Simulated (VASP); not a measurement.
Here is a VASP 6.6.1 calculation.

INCAR

```
ALGO     = Fast           # electronic algorithm
EDIFF    = 1E-6           # SCF threshold, eV
ENCUT    = 520            # plane-wave cutoff, eV
GGA      = PE             # functional
ISIF     = 2              # what is computed and relaxed
ISMEAR   = 0              # smearing method
LASPH    = True           # aspherical terms in the spheres
LCHARG   = False          # write CHGCAR
LREAL    = False          # projectors in reciprocal space
LWAVE    = False          # write WAVECAR
NBANDS   = 16             # bands
NELM     = 80             # most SCF steps
PREC     = Accurate       # precision mode
SIGMA    = 0.019000000000000003 # smearing width, eV
```

Contents of KPOINTS:

```
k-points
0
Gamma
  8 8 8
```

POSCAR

```
InAs
1.0
    0.0000000000      3.0180000000      3.0180000000
    3.0180000000      0.0000000000      3.0180000000
    3.0180000000      3.0180000000      0.0000000000
In As
1 1
Direct
    0.0000000000      0.0000000000      0.0000000000
    0.7500000000      0.7500000000      0.7500000000
```

Potentials or basis: VASP PAW PBE potentials, release 64 (In_d, As).

Run with:

```console
$ cat potpaw_PBE.64/In_d/POTCAR potpaw_PBE.64/As/POTCAR > POTCAR
$ mpirun -np 1 vasp_std > vasp.out
```

Q: Predict the pressure.

A: 4.4 GPa.

Q: Estimate the band gap on the k mesh.

A: None (metal or under the smearing width).

Caveat: this crystal is a semiconductor, whose small gap the functional closes, so the metal is an error of the method.

**Measured values to compare with.**

From a printed reference work, data compilation, for a bulk crystal of InAs at 4.2 K: band gap 0.418 eV (direct).

A measured gap of InAs is 0.418 eV (direct; 4.2 K; a printed reference work, data compilation); the calculated 0.00 eV misses it by -0.42 eV. Spin-orbit coupling on As, In is left out. The value is that of PBE on a finite k mesh, which can miss the band edges, without temperature or zero-point motion. Semilocal functionals fall short of measured gaps as a rule.
